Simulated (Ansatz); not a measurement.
AlNi3 in Ansatz: the effect of functional

Crystal: AlNi3.

```
Ni Al
1.0
     3.49941    0.00000    0.00000
     0.00000    3.49941    0.00000
     0.00000    0.00000    3.49941
Ni Al
3 1
Direct
  0.50000 0.50000 0.00000
  0.50000 0.00000 0.50000
  0.00000 0.50000 0.50000
  0.00000 0.00000 0.00000
```

The cell is a database's computed one.

The cell isn't the ideal one: volume scaled by 0.98.

Alike in all runs:

```yaml
Program: Ansatz 0.2.0
Task: single point
Potentials_or_basis: Ansatz PAW
k_mesh: 8 × 8 × 8
Occupations: fermi-dirac, width 0.05 eV
Spin: collinear spin, ferromagnetic start
Starting_moments: "[1.0, 1.0, 1.0, 0.0] μB"
```

```tsv
functional	cutoff	pressure (GPa)	moment (μB)
LDA	420 eV (not typed: the program's choice for these potentials)	?	?
r2SCAN	500 eV (not typed: the program's choice for these potentials)	4.8	0.86
PBE	420 eV (not typed: the program's choice for these potentials)	11.9	0.68
```

**Question.** What does the run with functional LDA give?

**Answer.** Pressure -3.5 GPa; moment 0.45 μB.

Caveats: the PAW data sets come from PBE, with cores solved anew for the run's functional, which leaves a small shift of forces and pressure (some runs); the magnetic or orbital state may not be the lowest (some runs).
